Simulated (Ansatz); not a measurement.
# Elastic constants of InP at 5 GPa (stress–strain coefficients): input and output

The calculation used DFT PBEsol, scalar-relativistic, plane waves, PAW in Ansatz.

Launched with:
```bash
ansatz run input.yaml --threads 1 --pin off --max-ram 3072MiB --backend cpu --events-out ev --progress --plain --runs-dir out
```

Input (bare energies are in eV):
```yaml
crystal:
  lattice:
    - [0.0, 2.683630617, 2.683630617]
    - [2.683630617, 0.0, 2.683630617]
    - [2.683630617, 2.683630617, 0.0]
  atoms:
    - { symbol: In, position: [0.0, 0.0, 0.0] }
    - { symbol: P, position: [0.5, 0.5, 0.5] }
basis:
  ecutwfc: 420
kpoints:
  mp_grid: { grid: [14, 14, 14] }
hamiltonian:
  xc: pbesol
scf:
  occupations: { method: fermi_dirac, width: 0.15 }
output:
  forces: true
  stress: true
  eigenvalues: true
elastic:
  mode: relaxed_ion
  amplitude: 0.005
```

From the output:
```
--- Elastic constants: 2 strain directions × 4 members + reference (group order 48) ---
  dense FFT box of the reference and of every strained cell: 27×27×27
  strains applied: 11, 23; error gains: componentwise 1.00 (the most a stress slope's error grows in a printed constant), spectral 1.73 (1 for all six strains in a standard setting)
  C = ∂σ_k/∂η_j (tension-positive GPa; Voigt order 11 22 33 23 13 12):
       214.512     53.204     53.204     -0.000     -0.000      0.000
        53.204    214.512     53.204      0.000      0.000     -0.000
        53.204     53.204    214.512      0.000      0.000      0.000
        -0.000      0.000      0.000     31.901      0.000     -0.000
        -0.000      0.000     -0.000     -0.000     31.901      0.000
         0.000     -0.000     -0.000     -0.000     -0.000     31.901
  reference stress σ⁰ (GPa):     -4.997     -4.997     -4.997      0.000      0.000      0.000
  C* (energy form; C + prestress term) asymmetry max|C*_kj − C*_jk| = 3.553e-14 GPa — a small one proves nothing (zero by symmetry where the batch's group is 432, −43m or m−3m); a large one is finite-difference/SCF noise where every solve ...
  moduli (Voigt/Reuss/Hill, GPa): K = 106.97/106.97/106.97   G = 51.40/42.07/46.74   E = 122.39   ν = 0.309
  mechanically stable: yes (min eigenvalue of sym C = 31.90 GPa)
  strain η (Voigt 11):  stress-route row diagonal C_11 = 214.51 GPa, energy-path curvature d²(F+E_count+ΔE)/dδ²/Ω₀ = 214.53 GPa
    cells at ±δ against ±2δ: C11 214.60 and 214.86 GPa, apart by 0.12 % of the column's largest entry
         δ    σ_11 (GPa) F (eV) n_scf n_hpsi n_pw
    -1.000e-2      -7.2682       -6265.4967011       9   76908    761   relax 0 steps, max|allowed force component| 3.45e-31 eV/Å
    -5.000e-3      -6.1007       -6265.5047592       4   54204    762   relax 0 steps, max|allowed force component| 4.68e-31 eV/Å
     5.000e-3      -3.9547       -6265.5168371       4   53224    772   relax 0 steps, max|allowed force component| 1.68e-30 eV/Å
     1.000e-2      -2.9710       -6265.5210084       7   61569    777   relax 0 steps, max|allowed force component| 3.45e-31 eV/Å
  strain η (Voigt 23):  stress-route row diagonal C_44 = 31.90 GPa, energy-path curvature d²(F+E_count+ΔE)/dδ²/Ω₀ = 34.40 GPa
    cells at ±δ against ±2δ: C44 31.89 and 31.85 GPa, apart by 0.12 % of the column's largest entry
         δ    σ_23 (GPa) F (eV) n_scf n_hpsi n_pw
    -1.000e-2      -0.3185       -6265.5110312       8  122742    769   relax 0 steps, max|allowed force component| 1.77e-30 eV/Å
    -5.000e-3      -0.1594       -6265.5113413       3   93563    769   relax 0 steps, max|allowed force component| 7.89e-31 eV/Å
     5.000e-3       0.1594       -6265.5113413       3   90974    769   relax 0 steps, max|allowed force component| 8.26e-30 eV/Å
     1.000e-2       0.3185       -6265.5110312       7  106327    769   relax 0 steps, max|allowed force component| 8.09e-30 eV/Å
```

The run took 73 s on 1 thread of Intel(R) Xeon(R) Platinum 8488C (Sapphire Rapids) (shared host), peak memory 0.56 GiB.

In a metal, frequencies and elastic constants depend on the k mesh and the smearing, soft modes and shear constants most. Other phases may be more stable at this pressure.

This rock-salt form isn't the usual stable structure of the compound at low pressure.